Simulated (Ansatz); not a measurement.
One change: `OC[CH2][GaH2]` becomes `OCCO`.

Ansatz, PBE0-D4/def2-TZVP geometries, multiplicity 1. Each molecule was computed in one conformer, which needn't be the lowest.

Scalar relativity is left out up to krypton.

```tsv
property	`OC[CH2][GaH2]`
HOMO–LUMO gap (PBE0/def2-TZVPP) / eV	6.93
HOMO–LUMO gap (PBE/def2-TZVPP) / eV	4.92
HOMO energy (B3LYP/def2-TZVPP) / eV	-7.06
HOMO energy (ωB97M-V/def2-TZVPP) / eV	-9.47
HOMO–LUMO gap (B3LYP/def2-TZVPP) / eV	6.43
size of the dipole moment (B3LYP/def2-TZVPP) / D	2.93
```

Task: Give the same properties after the change, and the shifts. (Estimate.)

Result: Ansatz gave: 
```
                                        property  `OCCO`  shift
            HOMO–LUMO gap (PBE0/def2-TZVPP) / eV    8.47   1.54
             HOMO–LUMO gap (PBE/def2-TZVPP) / eV    5.93   1.01
             HOMO energy (B3LYP/def2-TZVPP) / eV   -7.49  -0.43
           HOMO energy (ωB97M-V/def2-TZVPP) / eV  -10.17  -0.70
           HOMO–LUMO gap (B3LYP/def2-TZVPP) / eV    7.85   1.42
size of the dipole moment (B3LYP/def2-TZVPP) / D    2.29  -0.64
```

With PBE0 the HOMO falls by 0.45 eV and the LUMO rises by 1.09 eV, so the gap widens by about 1.54 eV. PBE moves the HOMO by 0.03 eV and ωB97M-V by -0.70 eV. Dipoles are sizes alone; their direction can turn.

B3LYP here is the variant with VWN-RPA as its local correlation; programs differ in this.

Positive LUMOs are unbound, so they and the gaps depend on the basis.
